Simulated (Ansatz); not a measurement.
**HfN: equation of state with PBEsol**

Crystal: HfN.

```
CELL_PARAMETERS angstrom
0.00000 2.45482 2.45482
2.45482 0.00000 2.45482
2.45482 2.45482 0.00000
ATOMIC_POSITIONS crystal
Hf 0.00000 0.00000 0.00000
N 0.25000 0.25000 0.25000
```

The cell comes from a database or a generator and needn't be the stable form of this composition.

```
Program             : Ansatz 0.2.0
Task                : equation of state
Functional          : PBEsol
Potentials or basis : Ansatz PAW
Cutoff              : 420 eV
Density cutoff      : 1680 eV
k mesh              : 9 × 9 × 9
Occupations         : fermi-dirac, width 0.05 eV
Spin                : no spin polarisation
```

```yaml
Equilibrium_volume: 14.41 Å³/atom
Bulk_modulus: 201 GPa
Pressure_derivative_of_the_bulk_modulus: 4.0
```

Energy against volume, from the lowest point:
```csv
volume (Å³/atom),energy (meV/atom)
13.906,11.30
14.201,1.50
14.497,0.00
14.793,5.83
15.089,18.34
15.385,36.88
15.681,60.90
```

All runs of the series together: 29 s on 2 threads of Intel(R) Xeon(R) Processor @ 2.50GHz (Skylake/Cascade Lake), with other jobs on the host.

The run has no spin-orbit coupling, so splittings on Hf are missing.
